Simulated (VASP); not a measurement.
# PbSe (Immm) in VASP: a series of runs, part 3 of 3

VASP 6.6.1.

### 4 Single point, PBE+D3(BJ) (engineering shear strain xy -0.1650, equal normal strain along x and y +0.0000)

File INCAR:

```
SYSTEM = PbSe
ALGO = Normal ; EDIFF = 1E-6
ENCUT = 520 ; GGA = PE
ISIF = 2 ; ISMEAR = 0
IVDW = 12 ; LASPH = .True.
LCHARG = .True. ; LELF = .True.
LREAL = .False. ; LVHAR = .True.
LWAVE = .False. ; NBANDS = 17
NELM = 60 ; PREC = Accurate
SIGMA = 0.03
```

File KPOINTS:

```
k-points
0
Gamma
  10 10 10
  0 0 0
```

File POSCAR:

```
PbSe
1.0
   -0.2530347053      3.0670873374      3.0670873374
    3.0670873374     -0.2530347053      3.0670873374
    2.8140526321      2.8140526321      0.0000000000
Pb Se
1 1
Direct
    0.0000000000      0.0000000000      0.0000000000
    0.5000000000      0.5000000000      0.5000000000
```

Potentials or basis: VASP PAW PBE potentials, release 64 (Pb_d, Se).

Launch:

```bash
> cat potpaw_PBE.64/Pb_d/POTCAR potpaw_PBE.64/Se/POTCAR > POTCAR
> mpirun -np 1 vasp_std > vasp.out
```

OUTCAR:

```text
SYSTEM = PbSe
   EDIFF = 1E-6
   ENCUT = 520
   GGA = PE
   ISIF = 2
   ISMEAR = 0
   IVDW = 12
   LASPH = .True.
   LREAL = .False.
   NELM = 60
   PREC = Accurate
 IVDW          = 12

 ion  position               nearest neighbor table
   1  0.000  0.000  0.000-   2 3.07   2 3.07   2 3.08   2 3.08   2 3.08   2 3.08
   2  0.500  0.500  0.500-   1 3.07   1 3.07   1 3.08   1 3.08   1 3.08   1 3.08

  LATTYP: Found a body centered orthorhombic cell.
 ALAT       =     3.9796713975
 B/A-ratio  =     1.1798365122
 C/A-ratio  =     1.5413771797

  Lattice vectors:

 A1 = (   0.2530347053,  -3.0670873374,  -3.0670873374)
 A2 = (  -0.2530347053,   3.0670873374,  -3.0670873374)
 A3 = (   3.0670873374,  -0.2530347053,   3.0670873374)

Analysis of symmetry for initial positions (statically):
=====================================================================
 Subroutine PRICEL returns:
 Original cell was already a primitive cell.

 Routine SETGRP: Setting up the symmetry group for a
 body centered orthorhombic supercell.

 Subroutine GETGRP returns: Found  8 space group operations
 (whereof  8 operations were pure point group operations)
 out of a pool of  8 trial point group operations.

The static configuration has the point symmetry D_2h.

Analysis of symmetry for dynamics (positions and initial velocities):
=====================================================================
 Subroutine PRICEL returns:
 Original cell was already a primitive cell.

 Routine SETGRP: Setting up the symmetry group for a
 body centered orthorhombic supercell.

 Subroutine GETGRP returns: Found  8 space group operations
 (whereof  8 operations were pure point group operations)
 out of a pool of  8 trial point group operations.

The dynamic configuration has the point symmetry D_2h.

 Subroutine INISYM returns: Found  8 space group operations
 (whereof  8 operations are pure point group operations),
 and found     1 'primitive' translations

----------------------------------------------------------------------------------------

                                     Primitive cell

  volume of cell :      57.3116

  direct lattice vectors                    reciprocal lattice vectors
    -0.253034705  3.067087337  3.067087337    -0.150596874  0.150596874  0.163021116
     3.067087337 -0.253034705  3.067087337     0.150596874 -0.150596874  0.163021116
     2.814052632  2.814052632  0.000000000     0.177679690  0.177679690 -0.163021116

  length of vectors
     4.344890796  4.344890796  3.979671398     0.268206489  0.268206489  0.299526341

  position of ions in fractional coordinates (direct lattice)
     0.000000000  0.000000000  0.000000000
     0.500000000  0.500000000  0.500000000

  ion indices of the primitive-cell ions
   primitive index   ion index
                 1           1
                 2           2

----------------------------------------------------------------------------------------

 KPOINTS: k-points

Automatic generation of k-mesh.
 Grid dimensions read from file:
 generate k-points for:   10   10   10

 Generating k-lattice:

  Cartesian coordinates                     Fractional coordinates (reciprocal lattice)
    -0.015059687  0.015059687  0.016302112     0.100000000  0.000000000  0.000000000
     0.015059687 -0.015059687  0.016302112     0.000000000  0.100000000  0.000000000
     0.017767969  0.017767969 -0.016302112     0.000000000  0.000000000  0.100000000

  Length of vectors
     0.026820649  0.026820649  0.029952634

  Shift w.r.t. Gamma in fractional coordinates (k-lattice)
     0.000000000  0.000000000  0.000000000

 Subroutine IBZKPT returns following result:
 ===========================================

 Found    171 irreducible k-points:

 Following reciprocal coordinates:
            Coordinates               Weight
  0.000000  0.000000  0.000000      1.000000
  0.100000  0.000000  0.000000      4.000000
  0.200000  0.000000  0.000000      4.000000
  0.300000  0.000000  0.000000      4.000000
  0.400000  0.000000  0.000000      4.000000
  0.500000  0.000000  0.000000      2.000000
[... 16 lines left out ...]
  0.300000  0.300000  0.000000      2.000000
  0.400000  0.300000  0.000000      4.000000
 [... further k-points ...]
   k-points           NKPTS =    171   k-points in BZ     NKDIM =    171   number of bands    NBANDS=     17
   number of dos      NEDOS =    301   number of ions     NIONS =      2
   total plane-waves  NPLWV =  30720
   dimension x,y,z NGX =    32 NGY =   32 NGZ =   30
   dimension x,y,z NGXF=    64 NGYF=   64 NGZF=   60
   ions per type =               1   1
   NGX,Y,Z   is equivalent  to a cutoff of  12.24, 12.24, 12.53 a.u.
   NGXF,Y,Z  is equivalent  to a cutoff of  24.49, 24.49, 25.06 a.u.
 SYSTEM =  PbSe
   PREC   = accura    normal or accurate (medium, high low for compatibility)
   ISTART =      0    job   : 0-new  1-cont  2-samecut
   ICHARG =      2    charge: 1-file 2-atom 10-const
   ISPIN  =      1    spin polarized calculation?
   LNONCOLLINEAR =      F non collinear calculations
   LSORBIT =      F    spin-orbit coupling
   LASPH  =      T    aspherical Exc in radial PAW
   ENCUT  =  520.0 eV  38.22 Ry    6.18 a.u.   8.08  8.08  7.40*2*pi/ulx,y,z
   NELM   =     60;   NELMIN=  2; NELMDL= -5     # of ELM steps
   EDIFF  = 0.1E-05   stopping-criterion for ELM
   LREAL  =      F    real-space projection
   EDIFFG = 0.1E-04   stopping-criterion for IOM
   NSW    =      0    number of steps for IOM
   IBRION =     -1    ionic relax: 0-MD 1-quasi-New 2-CG
   NFREE  =      0    steps in history (QN), initial steepest desc. (CG)
   ISIF   =      2    stress and relaxation
   ISYM   =      2    0-nonsym 1-usesym 2-fastsym
   POTIM  = 0.5000    time-step for ionic-motion
   TEBEG  =    0.0;   TEEND  =   0.0 temperature during run
   PSTRESS=    0.0 pullay stress
   NELECT =      20.0000    total number of electrons
   NUPDOWN=      -1.0000    fix difference up-down
   EMIN   =  10.00;   EMAX   =-10.00  energy-range for DOS
   EFERMI =   0.00;   METHOD = LEGACY
   ISMEAR =     0;   SIGMA  =   0.03  broadening in eV -4-tet -1-fermi 0-gaus
   EFERMI_NEDOS =   21; number of points for ismear=-14 and -15
   IALGO  =     38    algorithm
   IMIX   =      4    mixing-type and parameters
     AMIX     =   0.40;   BMIX     =  1.00
     AMIX_MAG =   1.60;   BMIX_MAG =  1.00
  volume/ion in A,a.u.               =      28.66       193.38
  Fermi-wavevector in a.u.,A,eV,Ry     =   1.152579  2.178058 18.074500  1.328438
  Thomas-Fermi vector in A             =   2.289229
   LORBIT       =      0    0 simple, 1 ext, 2 COOP (PROOUT), +10 PAW based schemes
   GGA     = PE    functional components
   LHFCALC =     F    Hartree Fock is set to
   AEXX    =    0.0000 exact exchange contribution
   IVDW    =    12    specifies the selected vdW correction
   LEPSILON=     F    determine dielectric tensor
   LRPA    =     F    only Hartree local field effects (RPA)
 non-spin polarized calculation
 Gauss-broadening in eV      SIGMA  =   0.03
  energy-cutoff  :      520.00
  volume of cell :       57.31
 maximum number of plane-waves:      1580
   NGX = 17   NGY = 17   NGZ = 15

 number of electron      19.9999997 magnetization

 Free energy of the ion-electron system (eV)
  ---------------------------------------------------
  ext. energy  EPLUGINS =         0.00000000
  ---------------------------------------------------
  free energy    TOTEN  =        -8.09496461 eV

  energy without entropy =       -8.09496445  energy(sigma->0) =       -8.09496453

 E-fermi :   5.0635     XC(G=0):  -9.5473

 val. band max:        4.9854413607   @ k =  -0.4000   0.1000   0.0000
 cond. band min:       5.1414356599   @ k =   0.1000   0.1000   0.5000
 fundamental gap:      0.1559942993
 Fermi energy:         5.0635046605

 k-point     1 :       0.0000    0.0000    0.0000
  band No.  band energies     occupation
      1     -11.8596      2.00000
      2     -11.8148      2.00000
      3     -11.8044      2.00000
      4     -11.8017      2.00000
      5     -11.7791      2.00000
      6      -8.4781      2.00000
[... 9 lines left out ...]
     16      12.8081      0.00000
     17      13.5976      0.00000
[... 441 lines left out ...]
 k-point    24 :       0.4000    0.3000    0.0000
  band No.  band energies     occupation
      1     -11.9017      2.00000
      2     -11.8310      2.00000
      3     -11.7952      2.00000
      4     -11.7863      2.00000
      5     -11.7616      2.00000
      6      -7.4150      2.00000
[... 9 lines left out ...]
     16      16.0350      0.00000
     17      16.3387      0.00000

 [... further k-points ...]

------------------------ aborting loop because EDIFF is reached ----------------------------------------

 Edisp (eV)   -0.73749

 E8    (eV) :    -0.3442

  FORCE on cell =-STRESS in cart. coord.  units (eV):
  Direction    XX          YY          ZZ          XY          YZ          ZX
  --------------------------------------------------------------------------------------
  -------------------------------------------------------------------------------------
  Total       0.05053     0.05053    -0.18026     1.00854     0.00000     0.00000
  in kB       1.41254     1.41254    -5.03927    28.19419     0.00000     0.00000
  external pressure =       -0.74 kB  Pullay stress =        0.00 kB

 VOLUME and BASIS-vectors are now :
 -----------------------------------------------------------------------------
  energy-cutoff  :      520.00
  volume of cell :       57.31
      direct lattice vectors                 reciprocal lattice vectors
    -0.253034705  3.067087337  3.067087337    -0.150596874  0.150596874  0.163021116
     3.067087337 -0.253034705  3.067087337     0.150596874 -0.150596874  0.163021116
     2.814052632  2.814052632  0.000000000     0.177679690  0.177679690 -0.163021116

 POSITION                                       TOTAL-FORCE (eV/Angst)
 -----------------------------------------------------------------------------------
      0.00000      0.00000      0.00000         0.000000      0.000000      0.000000
      2.81405      2.81405      3.06709         0.000000      0.000000      0.000000
 -----------------------------------------------------------------------------------
    total drift:                                0.000000     -0.000000     -0.000000

  FREE ENERGIE OF THE ION-ELECTRON SYSTEM (eV)
  ---------------------------------------------------
  free  energy   TOTEN  =        -8.8324501847 eV

  energy  without entropy=       -8.8324500254  energy(sigma->0) =       -8.83245011
```

It took 2 min on 1 thread of Intel Xeon Platinum 8488C (Sapphire Rapids), shared host; peak memory 0.31 GiB.

What came out:

```
Free energy                : -8.8325 eV
Pressure                   : -0.1 GPa
Band gap on the k mesh     : none (metal or under the smearing width)
Dispersion energy per atom : -0.369 eV
```

Caveat: pairwise dispersion overbinds metals, which lowers pressure and volume. Spin-orbit coupling is left out, which matters for the levels of Pb.

### 5 Overview

| cell | gap on the mesh (eV) | pressure (GPa) |
| --- | --- | --- |
| engineering shear strain xy -0.1100, equal normal strain along x and y -0.0550 | none | 7.9 |
| engineering shear strain xy -0.0550, equal normal strain along x and y +0.1100 | 0.46 | -5.7 |
| engineering shear strain xy -0.1650, equal normal strain along x and y +0.0000 | none | -0.1 |

Alike in all rows: task single point; level PBE+D3(BJ); potentials or basis VASP PAW PBE potentials, release 64 (Pb_d, Se); no spin polarisation; k mesh 10 × 10 × 10; cutoff (eV) 520; smearing gaussian 0.03 eV.

Caveats: pairwise dispersion overbinds metals, which lowers pressure and volume (some runs); spin-orbit coupling is left out, which as a rule narrows the gap of such compounds by several tenths of an eV (some runs).

Total energies depend on the potentials used, so only differences within one code and one set of settings carry meaning.
